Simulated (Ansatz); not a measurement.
**Si: energy along a strain**

Si, P6_3/mmc, a = 3.802 Å, c = 6.289 Å. This isn't the element's structure at ambient conditions. Ansatz: LDA, PAW, 420 eV, Γ-centred 12×12×6 mesh on 4 atoms, Gaussian smearing 0.03 eV; no spin polarisation. Cell vectors (Å): 3.802 0.000 0.000; -1.901 3.293 0.000; 0.000 0.000 6.289. The cell is strained by x per cent times the pattern (1 1 0 0 0 0) in the order xx yy zz yz xz xy (engineering shears), with fractional coordinates held. y is the free energy over the start, V0 = 19.682 Å³/atom.

| x (%) | y (meV/atom) |
| --- | --- |
| -6.00 | ? |
| -4.50 | 75.69 |
| -3.00 | 32.25 |
| -1.50 | 7.74 |
| 0.00 | 0.00 |
| 1.50 | 7.08 |
| 3.00 | 27.19 |
| 4.50 | 58.68 |
| 5.25 | 78.22 |
| 6.00 | 100.05 |

Question: Fit y = c2 x² + c3 x³ to the other rows, get the stiffness along the pattern, and predict the missing energy.

Answer: Least squares on the rows shown. y = 3.3208 x² − 0.091345 x³. The clamped-ion stiffness p·C·p = 2 × 33.21 eV × 160.2 / 19.682 Å³ = 541 GPa. At x = -6.00 the fit asked for gives 139.28 meV/atom. The run gave 140.38 meV/atom, so the fit is 1.10 meV/atom too low, 0.78 % of the span of the series, against an rms of 0.16 meV/atom on the fitted rows. The row lies outside the fitted range. With a term in x⁴ added, a fit to the same known rows predicts 140.38 meV/atom, so most of the miss is curvature that the known rows already hold.

Compressing the basal plane costs more than stretching it at every matched amplitude: 75.69 against 58.68 meV/atom at 4.50 %. This is the usual anharmonicity of a covalent network. Shortened bonds meet steeply rising Pauli repulsion, while stretched ones soften as orbital overlap falls, hence the negative cubic coefficient. The cell and volume suggest the hexagonal diamond polytype, where sp³ bonds resist both stretching and bending. With c fixed, the biaxial strain changes the volume as well as the bond angles, so the 541 GPa is neither a bulk modulus nor a Young's modulus, but twice the sum of C11 and C12.

The strain keeps the hexagonal symmetry but leaves the atoms' internal coordinate along c free to shift, so relaxing it would probably lower the stiffness. The success of the quartic term also suggests that the cubic fit folds some higher-order stiffening into its quadratic coefficient, slightly overstating the curvature at zero strain. A single strain pattern cannot separate C11 from C12.
